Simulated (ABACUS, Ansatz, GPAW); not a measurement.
## The bulk modulus of BAs, sorted by core time

It takes space group F-43m (No. 216, cubic). The conventional cell has a = 4.777 Å, b = 4.777 Å, c = 4.777 Å, α = 90.00°, β = 90.00°, γ = 90.00°. As (site symmetry -43m) is surrounded by 4 B at 2.07 Å. Around B (site symmetry -43m) lie 4 As at 2.07 Å.

```tsv
rung	level	program and potentials	cutoff (eV)	k mesh	smearing	core time	chip	bulk modulus (GPa)	miss	notes
GGA	PBEsol	Ansatz, Ansatz PAW	420	10 × 10 × 10	fermi-dirac 0.05	9.6 s	Intel Xeon	140.4	-5.1 %	potentials made for PBE, which Ansatz adapts in part
GGA + dispersion	revPBE+D3(BJ)	Ansatz, Ansatz PAW	420	10 × 10 × 10	fermi-dirac 0.05	16 s	AMD EPYC 7R43 Zen 3	142.4	-3.8 %	potentials made for PBE, which Ansatz adapts in part
GGA	PBEsol	Ansatz, Ansatz PAW (files of its older set among them)	710	10 × 10 × 10	fermi-dirac 0.05	20 s	Intel Xeon	140.4	-5.1 %	potentials made for PBE, which Ansatz adapts in part
GGA	PBEsol	Ansatz, PseudoDojo standard	1143	10 × 10 × 10	fermi-dirac 0.05	31 s	Intel Xeon	140.2	-5.3 %	potentials made for PBE
GGA	PBEsol	Ansatz, PseudoDojo stringent	1415	10 × 10 × 10	fermi-dirac 0.05	37 s	Intel Xeon	140.4	-5.1 %	potentials made for PBE
GGA	PBEsol	Ansatz, JTH PAW	1350	10 × 10 × 10	fermi-dirac 0.05	43 s	Intel Xeon	140.2	-5.3 %	potentials made for PBE
GGA + dispersion	PBEsol+D3(BJ)	GPAW, PAW data sets generated for this functional	800	8 × 8 × 8	fermi-dirac 0.05	44 s	Intel Xeon Platinum 8559C Emerald Rapids	(a)	?	-
GGA + dispersion	revPBE+D4	GPAW, the program's PAW data sets (release 1.2.1) made for this functional	800	8 × 8 × 8	fermi-dirac 0.05	50 s	Intel Xeon Platinum 8559C Emerald Rapids	(b)	?	-
GGA + dispersion	BP86+D3(BJ)	GPAW, PAW data sets generated for this functional	800	8 × 8 × 8	fermi-dirac 0.05	55 s	Intel Xeon Platinum 8488C Sapphire Rapids	145.6	-1.6 %	-
GGA	PBEsol	ABACUS, PseudoDojo NC SR 0.4.1 PBEsol standard, plane waves	1143	8 × 8 × 8	fermi-dirac 0.05	72 s	Intel Xeon Platinum 8375C Ice Lake	140.2	-5.3 %	fit through 4 volumes
GGA	PBE	GPAW, GPAW PAW data sets (gpaw-data 1.2.1)	800	8 × 8 × 8	fermi-dirac 0.05	74 s	Arm Neoverse V1	132.3	-10.6 %	-
```

Times are single runs on shared hosts and different chips, so they are rough; meshes, cutoffs and the tasks' sizes weigh on the time. Task: equation of state. All rows: no spin polarisation. Smearing widths are in eV. The cell comes from a database and isn't always the measured one. Meshes differ between rows, which moves values too. Meshes are those of the run's cell of 2 atoms unless a note names another. Misses use the values as printed. Runs on faulty files, with rough fits or with known faults for this quantity aren't shown. No row holds spin-orbit coupling.

Measured: 148 GPa (arxiv:1911.11281, doi:10.1063/1.5116025). The runs are for a static lattice.

Q: Estimate the values left out from the other rows.

A: (a) 147.8 GPa, miss -0.1 %; (b) 145.0 GPa, miss -2.0 %.
